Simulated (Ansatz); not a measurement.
# GaSb (F-43m) in Ansatz: notebook

The runs below take GaSb through single point, equation of state, with m-r2SCAN.

Program: Ansatz 0.2.0. These are calculated values, not measurements. Logs are shortened: lines on timing, memory, paths and dates and some standing lists are left out, and cuts for length are marked.

### Step 1. Starting point

It takes space group F-43m (No. 216, cubic). The conventional cell has a = 6.118 Å, b = 6.118 Å, c = 6.118 Å, α = 90.00°, β = 90.00°, γ = 90.00°. Sb (site symmetry -43m) is surrounded by 4 Ga at 2.65 Å. Ga (site symmetry -43m) is surrounded by 4 Sb at 2.65 Å.

### Step 2. Single point, m-r2SCAN, 26.91 Å³/atom (volume scaled by 0.94)

Contents of input.yaml:

```yaml
crystal:
  lattice:
    - [0.0, 2.9965539066, 2.9965539066]
    - [2.9965539066, 0.0, 2.9965539066]
    - [2.9965539066, 2.9965539066, 0.0]
  atoms:
    - { symbol: Sb, position: [0.75, 0.75, 0.75] }
    - { symbol: Ga, position: [0.0, 0.0, 0.0] }
hamiltonian:
  xc: mr2scan
  pseudopotentials: { kind: paw }
kpoints:
  mp_grid: { grid: [8, 8, 8] }
scf:
  occupations: { method: fermi_dirac, width: 0.05 }
output:
  forces: true
  stress: true
  eigenvalues: true
  write_density: true
  write_potential: true
  elf: true
  volumetric_format: npy
```

Potentials or basis: Ansatz PAW.

The run is started by

```
$ ansatz run input.yaml --threads 2 --pin off --max-ram 5120MiB --backend cpu --events-out ev --progress --plain --runs-dir out
```

The program printed:

```text
Warning: RAYON_NUM_THREADS=2 ignored (pool sized by the plan → 2); use --threads N
Engine: ansatz 0.2.0, aarch64-unknown-linux-gnu
Pseudopotentials: kind: paw
Pseudopotential: Sb, paw, valence charge 15, recommended cutoff 500 eV (meta_gga), Sb.paw.azcp
Pseudopotential: Ga, paw, valence charge 13, recommended cutoff 500 eV (meta_gga), Ga.paw.azcp
Functional definition: m-r2SCAN
  exchange = m_r2scan_x
  correlation = m_r2scan_c
Crystal: 2 atoms, lattice volume = 53.814 Å³
Basis set: ecut = 500 eV, 1363 PW (Γ), exchange–correlation on 128×128×128 points (64 copies of the dense FFT grid, shifted against one another)
Bands: 18, of which v1, the nominal top of the filled ones, is band 14 counted from 1 (13 counted from 0)
Symmetry: 24 space group operations
Space group: F-43m (ITA 216), of the structure as read, at distance tolerance 3.8e-5 Å
k-points: 29 of 512 (time reversal used)
Non-local potential: Sb, projectors of the file, l = 0: 2, l = 1: 2, l = 2: 2, l = 3: 2
Non-local potential: Ga, projectors of the file, l = 0: 2, l = 1: 2, l = 2: 3, l = 3: 1
PAW form: soft (Blöchl's): semilocal exchange-correlation on the pseudo side does not see the compensation charge
PAW frozen core: Sb, regenerated for the run's functional (the file was generated under x = pbe(κ = 0.804, μ = 0.2195149727645171), c = pbe(β = 0.06672455060314922))
PAW frozen core: Ga, regenerated for the run's functional (the file was generated under x = pbe(κ = 0.804, μ = 0.2195149727645171), c = pbe(β = 0.06672455060314922))
PAW one-centre angular grid: Sb, 590 points (default); XC on 160 Gauss nodes
PAW one-centre angular grid: Ga, 590 points (default); XC on 160 Gauss nodes
Initial density: superposition of atomic densities (neutral atoms: chi_scale 0, normalization atom), corrected by the library's trained network
Initial wavefunctions: pseudopotential atomic-orbital guess
Functional: x = mr2scan, c = mr2scan; τ floored in thin density (d = 2e-4 eV/Å³)
SCF iter   1: F=—  HF=-10289.801160 eV  |F-HF|=—  |Δ(HF+E_count)|=         —  Δρ=7.85e-3  dr2=1.46e-2  dr2_τ=4.19e-3  ethr=1.77e-3  ⟨swp⟩=6.2  Hψ=2757  notcnv=0
preconditioner: auto → none  [insulator: Δε(μ)=0.789 eV  Ē_g=15.676 eV  σ=0.050 eV  W_gap=1.00  n_scr=14 (ndim 8)  ℏωp=21.5 eV  f_vac=0.074  D(μ)=0.00/eV (n_scr^D=0)  ε∞_Penn≈2.9]
SCF iter   2: F=—  HF=-10289.812747 eV  |F-HF|=—  |Δ(HF+E_count)|=   1.16e-2  Δρ=1.99e-3  dr2=1.86e-3  dr2_τ=4.05e-5  ethr=5.21e-5  ⟨swp⟩=2.1  Hψ=1134  notcnv=0
SCF iter   3: F=—  HF=-10289.811969 eV  |F-HF|=—  |Δ(HF+E_count)|=   7.78e-4  Δρ=1.62e-3  dr2=4.47e-4  dr2_τ=6.66e-6  ethr=6.64e-6  ⟨swp⟩=2.0  Hψ=849  notcnv=0
SCF iter   4: F=—  HF=-10289.812207 eV  |F-HF|=—  |Δ(HF+E_count)|=   2.38e-4  Δρ=2.35e-4  dr2=1.23e-5  dr2_τ=5.90e-7  ethr=1.59e-6  ⟨swp⟩=2.8  Hψ=658  notcnv=0
SCF iter   5: F=—  HF=-10289.812200 eV  |F-HF|=—  |Δ(HF+E_count)|=   6.75e-6  Δρ=3.31e-5  dr2=7.84e-7  dr2_τ=6.59e-9  ethr=4.38e-8  ⟨swp⟩=2.0  Hψ=928  notcnv=0
SCF iter   6: F=-10289.812200 eV  HF=-10289.812200 eV  |F-HF|=9.36e-9  |Δ(HF+E_count)|=   2.06e-7  Δρ=9.25e-6  dr2=3.03e-8  dr2_τ=4.13e-10  ethr=3.57e-10  ⟨swp⟩=10.7  Hψ=3918  notcnv=0
SCF 1 converged in 6 iterations: F = -10289.812200 eV  dr2 = 3.03e-8
SCF converged after 6 iterations
Free energy (F): -10289.812200 eV
Harris-Foulkes:  -10289.812200 eV  (|F-HF|=9.36e-9)
Internal energy: -10289.812197 eV  (E = F + TS)
E sigma→0 (E₀):  -10289.812198 eV
Entropy (-TS):   -0.000003 eV (-0.002 meV/atom)
Fermi energy:    8.771483 eV
--- Per-component energies (eV) ---
  E_band       = -260.228442
  E_kinetic    = 323.330002
  E_local      = -3833.593277  (includes V_loc(G=0)·N_el)
  E_nonlocal   = 790.364731
  E_hartree    = 1772.772135
  E_xc         = -190.257788
  E_vxc        = -163.050244  (∫ρ·V_xc dr)
  E_paw        = -6606.390254  (= ΣΔE_a)
  E_vpaw       = -932.914867  (= ΣTr[D̂ρ^β])
  E_aug_tail   = -0.000039  (compensation charges beyond the density's cutoff)
  E_vtau       = 10.100326  (kinetic-family band-sum trace: ∫τ·v_τ [+ j·A + Jᵃ·Aᵃ] dr)
  E_ewald      = -2545.890673
  E_core_change = -0.147033  (= ΣΔE_core)
  E_smearing   = -0.000003  (= −TS)
  E_closure    = 0.000000  (closes the sum)
  Σ components = -10289.812200   (vs F -10289.812200, Δ=0.00e0)
--- Forces (eV/Å), atoms counted from 1 ---
  atom   1  Sb     0.00000000    -0.00000000    -0.00000000
  atom   2  Ga    -0.00000000    -0.00000000    -0.00000000
  max |Σ_I F_I| component: 2.31e-17 eV/Å
--- Stress (GPa, compression-positive) ---
        4.315730      -0.000000      -0.000000
        0.000000       4.315730       0.000000
       -0.000000       0.000000       4.315730
  P = ⅓ Tr σ = 4.3157 GPa (43.157 kbar)
--- Band table (eV; the first three rows and the last of 29) ---
  k-point 0: bands = ["-21.2467", "-21.2467", "-21.2467", "-21.2155", "-21.2155", "-7.2433", "-7.2433", "-7.2433", "-7.1756", "-7.1756", "-4.0307", "8.3614", "8.3614", "8.3614", "9.3076", "11.3284", "11.3284", "11.3284"]
  k-point 1: bands = ["-21.2466", "-21.2461", "-21.2461", "-21.2154", "-21.2154", "-7.2495", "-7.2408", "-7.2408", "-7.1760", "-7.1760", "-3.8484", "6.4195", "8.0679", "8.0679", "9.9629", "11.7243", "11.7243", "12.2514"]
  k-point 2: bands = ["-21.2462", "-21.2446", "-21.2446", "-21.2150", "-21.2150", "-7.2640", "-7.2349", "-7.2349", "-7.1766", "-7.1766", "-3.3270", "4.1374", "7.5552", "7.5552", "9.6393", "12.2977", "12.2977", "14.3258"]
  k-point 28: bands = ["-21.2457", "-21.2432", "-21.2377", "-21.2163", "-21.2125", "-7.2983", "-7.2173", "-7.2120", "-7.1839", "-7.1773", "-1.1016", "1.1910", "4.5812", "4.8193", "12.6223", "13.0201", "13.3414", "13.4693"]
```

rho_z.tsv:

```text
# z_ang	rho[e/angstrom^3]
# format = ansatz-planar-average/11
# lattice	0.000000000	2.996553907	2.996553907
# lattice	2.996553907	0.000000000	2.996553907
# lattice	2.996553907	2.996553907	0.000000000
# sites	2
# site	51	4.494830860	4.494830860	4.494830860
# site	31	0.000000000	0.000000000	0.000000000
0.000000	1.269900e0
0.132430	1.122653e0
0.264860	8.281609e-1
0.397291	5.361776e-1
0.529721	3.338589e-1
0.662151	2.202431e-1
[... 24 lines left out ...]
3.972907	9.819065e-1
4.105337	1.194013e0
```

Wall time 5 s (2 threads of Arm Neoverse V1, shared host); peak memory 0.48 GiB.

What came out:

```yaml
Free_energy: -10289.8122 eV
Pressure: 4.3 GPa
Band_gap_on_the_k_mesh: 0.85 eV, indirect (least direct gap 0.95 eV)
```

Caveat: spin-orbit coupling is left out, which moves the levels of the heavy elements; the PAW data sets come from PBE, with cores solved anew for the run's functional, which leaves a small shift of forces and pressure.

### Step 3. Single point, m-r2SCAN, 27.48 Å³/atom (volume scaled by 0.96)

Contents of input.yaml:

```yaml
crystal:
  lattice:
    - [0.0, 3.0176570942, 3.0176570942]
    - [3.0176570942, 0.0, 3.0176570942]
    - [3.0176570942, 3.0176570942, 0.0]
  atoms:
    - { symbol: Sb, position: [0.75, 0.75, 0.75] }
    - { symbol: Ga, position: [0.0, 0.0, 0.0] }
hamiltonian:
  xc: mr2scan
  pseudopotentials: { kind: paw }
kpoints:
  mp_grid: { grid: [8, 8, 8] }
scf:
  occupations: { method: fermi_dirac, width: 0.05 }
output:
  forces: true
  stress: true
  eigenvalues: true
```

Potentials or basis: Ansatz PAW.

The run is started by

```
$ ansatz run input.yaml --threads 2 --pin off --max-ram 5120MiB --backend cpu --events-out ev --progress --plain --runs-dir out
```

Wall time 3.8 s (2 threads of Arm Neoverse V1, shared host); peak memory 0.48 GiB.

It converged, with:

```yaml
Free_energy: -10289.8377 eV
Pressure: 2.8 GPa
Band_gap_on_the_k_mesh: 0.78 eV, direct
```

Caveat: spin-orbit coupling is left out, which moves the levels of the heavy elements; the PAW data sets come from PBE, with cores solved anew for the run's functional, which leaves a small shift of forces and pressure.

### Step 4. Single point, m-r2SCAN, 28.05 Å³/atom (volume scaled by 0.98)

input.yaml, as its differences from that of step 3:

```diff
@@ -2,5 +2,5 @@
   lattice:
-    - [0.0, 3.0176570942, 3.0176570942]
-    - [3.0176570942, 0.0, 3.0176570942]
-    - [3.0176570942, 3.0176570942, 0.0]
+    - [0.0, 3.0384691801, 3.0384691801]
+    - [3.0384691801, 0.0, 3.0384691801]
+    - [3.0384691801, 3.0384691801, 0.0]
   atoms:
@@ -19 +19,5 @@
   eigenvalues: true
+  write_density: true
+  write_potential: true
+  elf: true
+  volumetric_format: npy
```

The run is started by

```
$ ansatz run input.yaml --threads 2 --pin off --max-ram 5120MiB --backend cpu --events-out ev --progress --plain --runs-dir out
```

Run time: 5.1 s. Hardware: 2 threads of Arm Neoverse V1, shared host; peak memory 0.48 GiB.

Results (log left out):

```
Free energy            : -10289.8533 eV
Pressure               : 1.5 GPa
Band gap on the k mesh : 0.62 eV, direct
```

Caveat: spin-orbit coupling is left out, which moves the levels of the heavy elements; the PAW data sets come from PBE, with cores solved anew for the run's functional, which leaves a small shift of forces and pressure.

### Step 5. Single point, m-r2SCAN, 28.62 Å³/atom

Contents of input.yaml:

```yaml
crystal:
  lattice:
    - [0.0, 3.059, 3.059]
    - [3.059, 0.0, 3.059]
    - [3.059, 3.059, 0.0]
  atoms:
    - { symbol: Sb, position: [0.75, 0.75, 0.75] }
    - { symbol: Ga, position: [0.0, 0.0, 0.0] }
hamiltonian:
  xc: mr2scan
  pseudopotentials: { kind: paw }
kpoints:
  mp_grid: { grid: [8, 8, 8] }
scf:
  occupations: { method: fermi_dirac, width: 0.05 }
output:
  forces: true
  stress: true
  eigenvalues: true
```

The run is started by

```
$ ansatz run input.yaml --threads 2 --pin off --max-ram 5120MiB --backend cpu --events-out ev --progress --plain --runs-dir out
```

Run time: 3.9 s. Hardware: 2 threads of Arm Neoverse V1, shared host; peak memory 0.48 GiB.

Results (log left out):

| Item | Value |
| --- | --- |
| Free energy | -10289.8600 eV |
| Pressure | 0.4 GPa |
| Band gap on the k mesh | 0.47 eV, direct |

Caveat: spin-orbit coupling is left out, which moves the levels of the heavy elements; the PAW data sets come from PBE, with cores solved anew for the run's functional, which leaves a small shift of forces and pressure.

### Step 6. Single point, m-r2SCAN, 29.20 Å³/atom (volume scaled by 1.02)

input.yaml, as its differences from that of step 5:

```diff
@@ -2,5 +2,5 @@
   lattice:
-    - [0.0, 3.059, 3.059]
-    - [3.059, 0.0, 3.059]
-    - [3.059, 3.059, 0.0]
+    - [0.0, 3.0792588685, 3.0792588685]
+    - [3.0792588685, 0.0, 3.0792588685]
+    - [3.0792588685, 3.0792588685, 0.0]
   atoms:
```

Potentials or basis: Ansatz PAW.

The run is started by

```
$ ansatz run input.yaml --threads 2 --pin off --max-ram 5120MiB --backend cpu --events-out ev --progress --plain --runs-dir out
```

Run time: 4 s. Hardware: 2 threads of Arm Neoverse V1, shared host; peak memory 0.48 GiB.

It converged, with:

```yaml
Free_energy: -10289.8588 eV
Pressure: -0.7 GPa
Band_gap_on_the_k_mesh: 0.32 eV, direct
```

Caveat: spin-orbit coupling is left out, which moves the levels of the heavy elements; the PAW data sets come from PBE, with cores solved anew for the run's functional, which leaves a small shift of forces and pressure.

### Step 7. Single point, m-r2SCAN, 29.77 Å³/atom (volume scaled by 1.04)

input.yaml, as its differences from that of step 6:

```diff
@@ -2,5 +2,5 @@
   lattice:
-    - [0.0, 3.0792588685, 3.0792588685]
-    - [3.0792588685, 0.0, 3.0792588685]
-    - [3.0792588685, 3.0792588685, 0.0]
+    - [0.0, 3.0992546163, 3.0992546163]
+    - [3.0992546163, 0.0, 3.0992546163]
+    - [3.0992546163, 3.0992546163, 0.0]
   atoms:
```

The run is started by

```
$ ansatz run input.yaml --threads 2 --pin off --max-ram 5120MiB --backend cpu --events-out ev --progress --plain --runs-dir out
```

Wall time 4.7 s (2 threads of Arm Neoverse V1, shared host); peak memory 0.48 GiB.

Results (log left out):

* Free energy: -10289.8507 eV
* Pressure: -1.6 GPa
* Band gap on the k mesh: 0.17 eV, direct

Caveat: spin-orbit coupling is left out, which moves the levels of the heavy elements; the PAW data sets come from PBE, with cores solved anew for the run's functional, which leaves a small shift of forces and pressure.

### Step 8. Single point, m-r2SCAN, 30.34 Å³/atom (volume scaled by 1.06)

input.yaml, as its differences from that of step 7:

```diff
@@ -2,5 +2,5 @@
   lattice:
-    - [0.0, 3.0992546163, 3.0992546163]
-    - [3.0992546163, 0.0, 3.0992546163]
-    - [3.0992546163, 3.0992546163, 0.0]
+    - [0.0, 3.1189956238, 3.1189956238]
+    - [3.1189956238, 0.0, 3.1189956238]
+    - [3.1189956238, 3.1189956238, 0.0]
   atoms:
```

The run is started by

```
$ ansatz run input.yaml --threads 2 --pin off --max-ram 5120MiB --backend cpu --events-out ev --progress --plain --runs-dir out
```

Run time: 4.5 s. Hardware: 2 threads of Arm Neoverse V1, shared host; peak memory 0.55 GiB.

It converged, with:

```
Free energy            : -10289.8364 eV
Pressure               : -2.4 GPa
Band gap on the k mesh : none (metal or under the smearing width)
```

Caveat: the PAW data sets come from PBE, with cores solved anew for the run's functional, which leaves a small shift of forces and pressure.

### Step 9. Equation of state, m-r2SCAN

Potentials or basis: Ansatz PAW.

No new run: the results of the series are fitted here.

Results:

* Equilibrium volume: 28.82 Å³/atom
* Bulk modulus: 53 GPa
* Pressure derivative of the bulk modulus: 5.0

Energy against volume, from the lowest point:
| volume (Å³/atom) | energy (meV/atom) |
| --- | --- |
| 26.907 | 23.91 |
| 27.480 | 11.15 |
| 28.052 | 3.37 |
| 28.625 | 0.00 |
| 29.197 | 0.59 |
| 29.770 | 4.67 |
| 30.342 | 11.82 |

Caveat: the PAW data sets were made with another functional, which shifts forces and pressure a little. The run has no spin-orbit coupling, so splittings on Sb are missing.
